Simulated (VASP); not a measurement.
## HgSe in VASP 6.6.1, single-point calculation

INCAR

```
LDAUU = 5.0 0
PREC = Accurate
LDAU = .TRUE.
LDAUL = 2 -1
LREAL = .FALSE.
LASPH = .TRUE.
GGA = PE
EDIFF = 1E-7
IBRION = -1
LCHARG = .FALSE.
NELM = 65
LDAUJ = 0 0
LDAUTYPE = 2
NELECT = 18.5
ISMEAR = -1
LWAVE = .FALSE.
ISIF = 2
LMAXMIX = 4
ENCUT = 520
NBANDS = 16
SIGMA = 0.02
NSW = 0
```

KPOINTS

```
KPOINTS created by Atomic Simulation Environment
0
Gamma
8 8 8
0 0 0
```

POSCAR

```
Hg Se
 1.0000000000000000
     0.0000000000000000    3.2163717009999999    3.2163717009999999
     3.2163717009999999    0.0000000000000000    3.2163717009999999
     3.2163717009999999    3.2163717009999999    0.0000000000000000
 Hg  Se
   1   1
Cartesian
  0.0000000000000000  0.0000000000000000  0.0000000000000000
  1.6081858505000000  1.6081858505000000  1.6081858505000000
```

The recommended PBE PAW datasets give the neutral cell 18 valence electrons.

Command

```
mpirun -np 1 vasp_std
```

Problem. How does this run end, and what does it give?

Solution. It converged. Results: pressure 7.6 GPa.

OSZICAR

```
N       E                     dE             d eps       ncg     rms          rms(c)
DAV:   1     0.118645937830E+03    0.11865E+03   -0.86516E+03   928   0.100E+03
DAV:   2     0.221103508302E+01   -0.11643E+03   -0.11123E+03  1112   0.237E+02
DAV:   3    -0.256498974656E+01   -0.47760E+01   -0.47674E+01  1104   0.524E+01
DAV:   4    -0.258683539129E+01   -0.21846E-01   -0.21845E-01  1144   0.378E+00
DAV:   5    -0.258695433905E+01   -0.11895E-03   -0.11895E-03  1168   0.241E-01    0.810E+00
DAV:   6    -0.226256363671E+01    0.32439E+00   -0.74372E-01  1168   0.709E+00    0.548E+00
DAV:   7    -0.227639471836E+01   -0.13831E-01   -0.15476E-01   976   0.246E+00    0.222E+00
DAV:   8    -0.228171099808E+01   -0.53163E-02   -0.17644E-02  1088   0.141E+00    0.327E-01
DAV:   9    -0.228224224365E+01   -0.53125E-03   -0.13504E-03  1080   0.380E-01    0.785E-02
DAV:  10    -0.228241789677E+01   -0.17565E-03   -0.21319E-04  1104   0.104E-01    0.645E-02
DAV:  11    -0.228247754252E+01   -0.59646E-04   -0.17296E-04  1024   0.110E-01    0.274E-02
DAV:  12    -0.228247716082E+01    0.38170E-06   -0.72175E-06  1144   0.240E-02    0.123E-02
DAV:  13    -0.228247848880E+01   -0.13280E-05   -0.41650E-06  1088   0.108E-02    0.584E-03
DAV:  14    -0.228247876373E+01   -0.27494E-06   -0.44667E-07  1200   0.664E-03    0.216E-03
DAV:  15    -0.228247882717E+01   -0.63434E-07   -0.19996E-08   640   0.116E-03
   1 F= -.22824788E+01 E0= -.22805784E+01  d E =-.380094E-02
```

Standard output (part)

```
POSCAR found type information on POSCAR HgSe
 POSCAR found :  2 types and       2 ions
 LDA part: xc-table for (Slater+PW92), standard interpolation
 POSCAR, INCAR and KPOINTS ok, starting setup
 WAVECAR not read
 entering main loop
 the old and the new charge density differ
    0.810E+00
```

The cell is charged and sits in a uniform background.

For comparison, a separate PBE run of the intended cell, on usual settings and not on those above, gives a gap of 0.00 eV on its mesh and a pressure of -2.7 GPa.
